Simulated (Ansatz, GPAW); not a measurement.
# Sb with GLLB-SC from a Python script

These are simulated results from GPAW 26.7.0, not measurements. The cell was built from a prototype and was relaxed with r2SCAN in plane waves (Ansatz 0.2.0). It may be hypothetical. It is a single sheet, repeated along a and b, with vacuum along c. All runs are without spin polarisation.

In-plane lattice: a = 4.105 Å, b = 4.105 Å, γ = 120.0°; thickness between the outer nuclei 1.61 Å. Sb has 3 Sb at 2.87 Å.

GLLB-SC is a model potential. Its fundamental gap is the Kohn-Sham gap plus a derivative discontinuity, which the script evaluates at the band edges among the listed k points. Its total energy isn't variational and serves nothing here.

run.py reads:

```python
import json
from ase import Atoms
from gpaw import GPAW, PW, FermiDirac

atoms = Atoms(['Sb', 'Sb'],
              cell=[[4.10518297, 0.0, 0.0], [-2.05259149, 3.55519274, 0.0], [0.0, 0.0, 26.8552478]],
              scaled_positions=[[0.333333333, 0.666666667, 0.314979795], [0.666666667, 0.333333333, 0.374927222]],
              pbc=True)
calc = GPAW(mode=PW(400), xc='GLLBSC', kpts={'size': (6, 6, 1), 'gamma': True},
            occupations=FermiDirac(0.02), maxiter=100, legacy_gpaw=True, txt='gpaw.txt')
atoms.calc = calc
res = {'energy': atoms.get_potential_energy(force_consistent=True)}
res['electrons'] = calc.get_number_of_electrons()
res['k'] = calc.get_ibz_k_points().tolist()
res['levels'] = [calc.get_eigenvalues(kpt=i).tolist() for i in range(len(res['k']))]
points = [[0.0, 0.0, 0.0], [0.5, 0.0, 0.0], [0.333333, 0.333333, 0.0], [0.0, 0.307292, 0.0]]
bands = calc.fixed_density(kpts=points, symmetry='off', nbands=round(res['electrons']) // 2 + 6, convergence={'bands': -2}, txt='bands.txt')
res['points'] = [bands.get_eigenvalues(kpt=i).tolist() for i in range(len(points))]
homo, lumo = bands.get_homo_lumo()
potential = calc.hamiltonian.xc.response.calculate_discontinuity_potential(homo, lumo)
res['discontinuity'] = bands.hamiltonian.xc.response.calculate_discontinuity(potential)
json.dump(res, open('results.json', 'w'))
print('free energy (eV):', round(res['energy'], 5))
```

Command: `python run.py`. It took 88 s on 1 thread of Arm Neoverse V1, on a shared host, peak memory 0.33 GiB.

The log gpaw.txt, trimmed of paths, versions and times, then the last line on the terminal. An iter line gives the energy in eV and the logarithms of the changes of orbitals (plane waves alone) and density (c: converged):

```
___ ___ ___ _ _ _
 |   |   |_  | | | |

 | | | | | . | | | |

 |__ |  _|___|_____|  26.7.0
 |___|_|

Input parameters:
  kpts: {gamma: True,
         size: (6, 6, 1)}
  maxiter: 100
  mode: {ecut: 400.0,
         name: pw}
  occupations: {fixmagmom: False,
                name: fermi-dirac,
                width: 0.02}
  xc: GLLBSC

System changes: positions, numbers, cell, pbc, initial_charges, initial_magmoms

Initialize ...

species:
  Sb:
    name:    Antimony
    Z:       51.0
    valence: 15
    core:    36
    charge:  0.0  # [|e|]
    compensation charges:
      type: gauss
      rc: 0.36  # [Å]
      lmax: 2
    cutoffs:
      filter: 2.23  # [Å]
      core: 2.23  # [Å]
    projectors
    | kind |    occ | energy [eV] | rcut [Å] |

    |------|--------|-------------|----------|

    |   5s |  2.000 |     -14.453 |    1.154 |

    |   5p |  3.000 |      -6.823 |    1.233 |

    |   4d | 10.000 |     -35.067 |    1.196 |

    |    s |        |      12.758 |    1.154 |

    |    p |        |      20.389 |    1.233 |

    |    d |        |      -7.855 |    1.196 |

    Using partial waves for Sb as LCAO basis

Reference energy: -352409.166080  # eV

Spin-paired calculation

Convergence criteria:
 Maximum [total energy] change in last 3 cyles: 0.0005 eV / valence electron
 Maximum integral of absolute [dens]ity change: 0.0001 electrons / valence electron
 Maximum integral of absolute [eigenst]ate change: 4e-08 eV^2 / valence electron
 Maximum number of scf [iter]ations: 100
 (Square brackets indicate name in SCF output, whereas a 'c' in
 the SCF output indicates the quantity has converged.)

Symmetries present (total): 1

  ( 1  0  0)
  ( 0  1  0)
  ( 0  0  1)

36 k-points: 6 x 6 x 1 Monkhorst-Pack grid + [1/12,1/12,0.000000]
20 k-points in the irreducible part of the Brillouin zone
       k-points in crystal coordinates                weights
   0:     0.00000000    0.00000000    0.00000000          1/36
   1:     0.00000000    0.16666667    0.00000000          2/36
   2:     0.00000000    0.33333333    0.00000000          2/36
   3:     0.00000000    0.50000000    0.00000000          1/36
   4:     0.16666667   -0.33333333    0.00000000          2/36
   5:     0.16666667   -0.16666667    0.00000000          2/36
   6:     0.16666667    0.00000000    0.00000000          2/36
   7:     0.16666667    0.16666667    0.00000000          2/36
   8:     0.16666667    0.33333333    0.00000000          2/36
   9:     0.16666667    0.50000000    0.00000000          2/36
          ...
  19:     0.50000000    0.50000000    0.00000000          1/36

Wave functions: Plane wave expansion
  Cutoff energy: 400.000 eV
  Number of coefficients (min, max): 7104, 7155
  Pulay-stress correction: 0.000000 eV/Ang^3 (de/decut=0.000000)
  Using FFTW library
  ScaLapack parameters: grid=1x1, blocksize=None
  Wavefunction extrapolation:
    Improved wavefunction reuse through dual PAW basis

Occupation numbers: Fermi-Dirac:
  width: 0.0200  # eV

Eigensolver
   Davidson(niter=2)

Densities:
  Coarse grid: 20*20*125 grid
  Fine grid: 40*40*250 grid
  Total Charge: 0.000000

Density mixing:
  Method: separate
  Backend: msr1
  Linear mixing parameter: 0.05
  old densities: 10
  Width of damping distribution: 1.1
  Damping of long wavelength oscillations: 20

Hamiltonian:
  XC and Coulomb potentials evaluated on a 40*40*250 grid
  Using the GLLBSC Exchange-Correlation functional
  External potential:
    NoExternalPotential

XC parameters: GLLBSC functional being used consists of
  -----------------------------------------------------------------------
  | Weight | Module     | Description                                   |

  -----------------------------------------------------------------------
  |  1.000 | SCREENING  | GGA_X_PBE_SOL with 2 nearest neighbor stencil |

  |  1.000 | RESPONSE   | eps=0.0500 eV                                 |

  |  1.000 | XC         | GGA_C_PBE_SOL with 2 nearest neighbor stencil |

  -----------------------------------------------------------------------

Memory estimate:
  Process memory now: 130.12 MiB
  Calculator: 94.16 MiB
    Density: 25.07 MiB
      Arrays: 9.92 MiB
      Localized functions: 7.52 MiB
      Mixer: 7.63 MiB
    Hamiltonian: 6.64 MiB
      Arrays: 6.48 MiB
      XC: 0.00 MiB
      Poisson: 0.00 MiB
      vbar: 0.15 MiB
    Wavefunctions: 62.45 MiB
      Arrays psit_nG: 39.30 MiB
      Eigensolver: 2.56 MiB
      Projections: 0.20 MiB
      Projectors: 16.30 MiB
      PW-descriptor: 4.09 MiB

Total number of cores used: 1

Number of atoms: 2
Number of atomic orbitals: 18
Number of bands in calculation: 18
Number of valence electrons: 30
Bands to converge: occupied

... initialized

Initializing position-dependent things.

Density initialized from atomic densities
Creating initial wave functions:
  18 bands from LCAO basis set
Positions:
   0 Sb    -0.000000    2.370128    8.458860    ( 0.0000,  0.0000,  0.0000)
   1 Sb     2.052591    1.185064   10.068763    ( 0.0000,  0.0000,  0.0000)

Unit cell:
           periodic     x           y           z      points  spacing
  1. axis:    yes    4.105183    0.000000    0.000000    20     0.1778
  2. axis:    yes   -2.052591    3.555193    0.000000    20     0.1778
  3. axis:    yes    0.000000    0.000000   26.855248   125     0.2148

  Lengths:   4.105183   4.105183  26.855248
  Angles:   90.000000  90.000000 120.000000

Effective grid spacing dv^(1/3) = 0.1986

iter:   1    -9.208033
iter:   2    -9.642494   -0.55  -1.55
iter:   3    -9.502458   -1.68  -1.41
iter:   4    -9.278990   -2.17  -1.53
iter:   5    -9.201602   -2.18  -2.06
iter:   6    -9.197331   -3.02  -1.88
iter:   7    -9.188999c  -3.45  -1.93
iter:   8    -9.186459c  -4.02  -2.02
iter:   9    -9.179408c  -3.96  -2.02
iter:  10    -9.179059c  -4.40  -2.13
iter:  11    -9.177280c  -4.32  -2.16
iter:  12    -9.179436c  -3.43  -2.25
iter:  13    -9.175706c  -3.99  -2.90
iter:  14    -9.175018c  -4.63  -3.76
iter:  15    -9.174567c  -5.22  -3.98
iter:  16    -9.174266c  -5.76  -4.22c
iter:  17    -9.174301c  -6.08  -4.28c
iter:  18    -9.174287c  -6.38  -4.92c
iter:  19    -9.174274c  -6.67  -5.35c
iter:  20    -9.174268c  -6.95  -5.57c
iter:  21    -9.174258c  -7.33  -5.89c
iter:  22    -9.174250c  -7.65c -5.99c

Converged after 22 iterations.

Energy contributions relative to reference atoms: (reference = -352409.166080)

Kinetic:        +35.588897
Potential:      -34.777363
External:        +0.000000
XC:             -10.305029
Entropy (-ST):   -0.000000
Local:           +0.319246
SIC:             +0.000000
--------------------------
Free energy:     -9.174250
Extrapolated:    -9.174250

GLLBSC response reference energy: -3.90248 eV (from HOMO)

Showing only first 2 kpts
 Kpt  Band  Eigenvalues  Occupancy
  0    13     -3.90248    2.00000
  0    14     -3.90248    2.00000
  0    15     -2.09275    0.00000
  0    16     -0.99227    0.00000

  1    13     -4.45164    2.00000
  1    14     -4.34897    2.00000
  1    15     -1.95789    0.00000
  1    16     -0.48422    0.00000

Fermi level: -3.25965

Gap: 1.438 eV
Transition (v -> c):
  (s=0, k=0, n=14, [0.00, 0.00, 0.00]) -> (s=0, k=10, n=15, [0.33, -0.33, 0.00])
Direct/indirect transitions are different
Direct gap: 1.810 eV
Transition at: (s=0, k=0, n=14, [0.00, 0.00, 0.00])

free energy (eV): -9.17425
```

The gap in the log is over the mesh alone; results.json adds the listed points. GLLB-SC gives a gap of 2.14 eV (1.428 eV Kohn-Sham over the listed points plus 0.715 eV discontinuity). On the same cell, plane-wave PBE (Ansatz, 12×12×1 k points and the special points) gives a gap of 1.34 eV and r2SCAN a gap of 1.60 eV; on shared hosts these took about 10 and 30 core-seconds on the 2-atom cell, against 88 for the script. Spin-orbit coupling, left out in all these runs, can cut or reorder the gap by tenths of an eV, up to about 1 eV with Pb or Bi.

Spin-orbit coupling is left out, which matters wherever the heavy atoms make up the band edges.
